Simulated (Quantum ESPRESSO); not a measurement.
# MoS2 in Quantum ESPRESSO: single point with PBE

Aim: the single point of MoS2 with PBE.

Program: Quantum ESPRESSO 7.5. These are calculated values, not measurements. Logs are shortened: lines on timing, memory, paths and dates and some standing lists are left out, and cuts for length are marked.

### Step 1. The structure

The cell holds a slab with vacuum, 3 atoms: a = 3.184 Å, b = 3.184 Å, c = 17.335 Å, α = 90.00°, β = 90.00°, γ = 120.00°.

### Step 2. Single point, PBE

run.py reads:

```python
import numpy as np
from ase.calculators.espresso import Espresso, EspressoProfile
from ase.io import read

atoms = read('MoS2.xyz')

input_data = {
    'control': {'calculation': 'scf', 'prefix': 'pwscf', 'outdir': './tmp', 'tprnfor': True, 'tstress': True, 'disk_io': 'nowf'},
    'system': {'ecutwfc': 60.0, 'ecutrho': 440.0, 'nbnd': 20, 'occupations': 'smearing', 'smearing': 'fd', 'degauss': 0.00367493},
    'electrons': {'conv_thr': 6e-10, 'electron_maxstep': 120, 'mixing_beta': 0.5},
}
pseudopotentials = {'Mo': 'Mo_ONCV_PBE-1.0.oncvpsp.upf', 'S': 's_pbe_v1.4.uspp.F.UPF'}
profile = EspressoProfile(command='pw.x', pseudo_dir='pseudo')
dft = Espresso(profile=profile, input_data=input_data, pseudopotentials=pseudopotentials, kpts=(10, 10, 2), koffset=(0, 0, 0))
atoms.calc = dft

print(f'energy {atoms.get_potential_energy():.8f} eV')
print('forces (eV/A)')
print(np.round(atoms.get_forces(), 6))
print('stress (eV/A^3, Voigt)')
print(np.round(atoms.get_stress(), 8))
print(f'Fermi level {dft.get_fermi_level():.4f} eV')
```

MoS2.xyz reads:

```xyz
3
Lattice="3.1841260822 0.0000000000 0.0000000000 -1.5920630411 2.7575340760 0.0000000000 0.0000000000 0.0000000000 17.3345999500" Properties=species:S:1:pos:R:3 pbc="T T T"
Mo     0.0000000000      0.0000000000      0.0000000000
S     -0.0000000002      1.8383560508     15.7832749434
S     -0.0000000002      1.8383560508      1.5513250066
```

Potentials or basis: SSSP 1.3 efficiency PBE.

The run is started by

```bash
$ OMP_NUM_THREADS=1 python run.py
```

The log of the run:

```text
energy -2524.36660454 eV
forces (eV/A)
[[ 0.        0.        0.      ]
 [-0.       -0.       -0.216506]
 [ 0.        0.        0.216506]]
stress (eV/A^3, Voigt)
[-0.00144885 -0.00144885 -0.00435941 -0.         -0.          0.        ]
Fermi level 0.6515 eV
```

espresso.pwi:

```text
&CONTROL
   calculation      = 'scf'
   tstress          = .true.
   tprnfor          = .true.
   outdir           = './tmp'
   prefix           = 'pwscf'
   disk_io          = 'nowf'
   pseudo_dir       = 'pseudo'
/
&SYSTEM
   nbnd             = 20
   ecutwfc          = 60.0
   ecutrho          = 440.0
   occupations      = 'smearing'
   degauss          = 0.00367493
   smearing         = 'fd'
   ntyp             = 2
   nat              = 3
   ibrav            = 0
/
&ELECTRONS
   electron_maxstep = 120
   conv_thr         = 6e-10
   mixing_beta      = 0.5
/
&IONS
/
&CELL
/
&FCP
/
&RISM
/
ATOMIC_SPECIES
Mo 95.95 Mo_ONCV_PBE-1.0.oncvpsp.upf
S 32.06 s_pbe_v1.4.uspp.F.UPF

K_POINTS automatic
10 10 2  0 0 0

CELL_PARAMETERS angstrom
3.18412608220000 0.00000000000000 0.00000000000000
-1.59206304110000 2.75753407600000 0.00000000000000
0.00000000000000 0.00000000000000 17.33459995000000

ATOMIC_POSITIONS angstrom
Mo 0.0000000000 0.0000000000 0.0000000000  
S -0.0000000002 1.8383560508 15.7832749434  
S -0.0000000002 1.8383560508 1.5513250066
```

espresso.pwo:

```text
This program is part of the open-source Quantum ESPRESSO suite
     for quantum simulation of materials; please cite
         "P. Giannozzi et al., J. Phys.:Condens. Matter 21 395502 (2009);
         "P. Giannozzi et al., J. Phys.:Condens. Matter 29 465901 (2017);
         "P. Giannozzi et al., J. Chem. Phys. 152 154105 (2020);
     in publications or presentations arising from this work. More details at

Warning: card &CELL ignored
Warning: card &FCP ignored
Warning: card &RISM ignored

     Message from routine setup:
     using ibrav=0 with symmetry is DISCOURAGED, use correct ibrav instead

     G-vector sticks info
     --------------------
     sticks:   dense  smooth     PW     G-vecs:    dense   smooth      PW
     Sum        1099     595    169               160029    64475   10143

     Using Slab Decomposition

     bravais-lattice index     =            0
     lattice parameter (alat)  =       6.0171  a.u.
     unit-cell volume          =    1027.1209 (a.u.)^3
     number of atoms/cell      =            3
     number of atomic types    =            2
     number of electrons       =        26.00
     number of Kohn-Sham states=           20
     kinetic-energy cutoff     =      60.0000  Ry
     charge density cutoff     =     440.0000  Ry
     scf convergence threshold =      6.0E-10
     mixing beta               =       0.5000
     number of iterations used =            8  plain     mixing
     Exchange-correlation=  SLA  PW   PBX  PBC
                           (   1   4   3   4   0   0   0)

     celldm(1)=   6.017126  celldm(2)=   0.000000  celldm(3)=   0.000000
     celldm(4)=   0.000000  celldm(5)=   0.000000  celldm(6)=   0.000000

     crystal axes: (cart. coord. in units of alat)
               a(1) = (   1.000000   0.000000   0.000000 )
               a(2) = (  -0.500000   0.866025   0.000000 )
               a(3) = (   0.000000   0.000000   5.444068 )

     reciprocal axes: (cart. coord. in units 2 pi/alat)
               b(1) = (  1.000000  0.577350 -0.000000 )
               b(2) = (  0.000000  1.154701  0.000000 )
               b(3) = (  0.000000 -0.000000  0.183686 )

     PseudoPot. # 1 for Mo read from file:
     Mo_ONCV_PBE-1.0.oncvpsp.upf
     Pseudo is Norm-conserving, Zval = 14.0
     Generated using ONCVPSP code by D. R. Hamann
     Using radial grid of 1526 points,  6 beta functions with:
                l(1) =   0
[... 117 lines left out ...]
     estimated scf accuracy    <       0.00076527 Ry

     iteration #  5     ecut=    60.00 Ry     beta= 0.50
     Davidson diagonalization with overlap
     c_bands:  1 eigenvalues not converged
     ethr =  2.94E-06,  avg # of iterations =  9.4

     negative rho (up, down):  3.417E-06 0.000E+00

     total energy              =    -185.53752024 Ry
     estimated scf accuracy    <       0.00007386 Ry
[... 37 lines left out ...]
     iteration # 10     ecut=    60.00 Ry     beta= 0.50
     Davidson diagonalization with overlap
     ethr =  6.65E-12,  avg # of iterations =  2.3

     negative rho (up, down):  3.808E-06 0.000E+00

     End of self-consistent calculation

          k = 0.0000 0.0000 0.0000 (  8091 PWs)   bands (ev):

   -61.0938 -35.2412 -35.0434 -35.0434 -14.3477 -13.0035  -5.8641  -2.9119
    -2.9119  -1.9638  -1.7843  -1.7843  -0.1912   2.5368   2.5368   2.8079
     2.8079   5.1186   5.4652   5.9478
[... 51 lines left out ...]
   -61.0600 -35.3806 -35.1730 -35.1212 -12.7135 -12.3704  -5.8013  -4.7793
    -4.2154  -3.3259  -1.9799  -1.3907  -1.0822   1.9611   2.3330   3.4963
     4.0378   6.6047   7.5279   7.6432

          k = 0.0000-0.5774 0.0000 (  8032 PWs)   bands (ev):

   -61.0564 -35.4152 -35.1658 -35.1294 -12.4897 -12.2891  -6.0140  -5.0081
    -4.3188  -3.4426  -2.0678  -1.2404  -0.8609   1.9875   2.5169   3.6698
     4.1157   5.9188   7.6576   8.0263

          k = 0.0000-0.5774-0.0918 (  8064 PWs)   bands (ev):

   -61.0564 -35.4152 -35.1658 -35.1294 -12.4897 -12.2891  -6.0140  -5.0081
    -4.3188  -3.4426  -2.0678  -1.2404  -0.8609   1.9875   2.5169   3.6698
     4.1157   5.9188   7.6575   8.0273

          k = 0.1000 0.1732 0.0000 (  8113 PWs)   bands (ev):
[... 91 lines left out ...]
   -61.0524 -35.3394 -35.2566 -35.1578 -12.2683 -12.1542  -5.5903  -5.0665
    -4.0598  -3.7175  -3.1909  -2.2388  -0.3836   1.5447   2.9091   3.1804
     4.5911   6.9360   7.6459   9.1669

     the Fermi energy is     0.6515 ev

!    total energy              =    -185.53753951 Ry
     estimated scf accuracy    <          1.0E-10 Ry
     smearing contrib. (-TS)   =      -0.00000000 Ry
     internal energy E=F+TS    =    -185.53753951 Ry

     The total energy is F=E-TS. E is the sum of the following terms:
     one-electron contribution =    -903.75170120 Ry
     hartree contribution      =     452.53572844 Ry
     xc contribution           =     -32.57615009 Ry
     ewald contribution        =     298.25458334 Ry

     convergence has been achieved in  10 iterations

     negative rho (up, down):  3.808E-06 0.000E+00

     Forces acting on atoms (cartesian axes, Ry/au):

     atom    1 type  1   force =     0.00000000    0.00000000    0.00000000
     atom    2 type  2   force =    -0.00000000   -0.00000000   -0.00842074
     atom    3 type  2   force =     0.00000000    0.00000000    0.00842074

     Total force =     0.011909     Total SCF correction =     0.000015

     Computing stress (Cartesian axis) and pressure

     negative rho (up, down):  3.808E-06 0.000E+00
          total   stress  (Ry/bohr**3)                   (kbar)     P=        3.88
   0.00001578  -0.00000000   0.00000000            2.32       -0.00        0.00
  -0.00000000   0.00001578   0.00000000           -0.00        2.32        0.00
  -0.00000000   0.00000000   0.00004748           -0.00        0.00        6.98

=------------------------------------------------------------------------------=
   JOB DONE.
=------------------------------------------------------------------------------=
```

It took 91 s on 1 thread of Arm Neoverse V2, shared host; peak memory 0.67 GiB.

Results:

```yaml
Free_energy: -2524.3668 eV
Largest_force: 0.217 eV/Å
Band_gap_on_the_k_mesh: 1.74 eV, indirect (least direct gap 1.93 eV)
```

Forces in eV/Å, atoms in the order of the input:
```
Mo   0.000  0.000  0.000
S    0.000  0.000 -0.217
S    0.000  0.000  0.217
```

Stress tensor (GPa, compression positive):
```
0.23 0.00 0.00
0.00 0.23 0.00
0.00 0.00 0.70
```
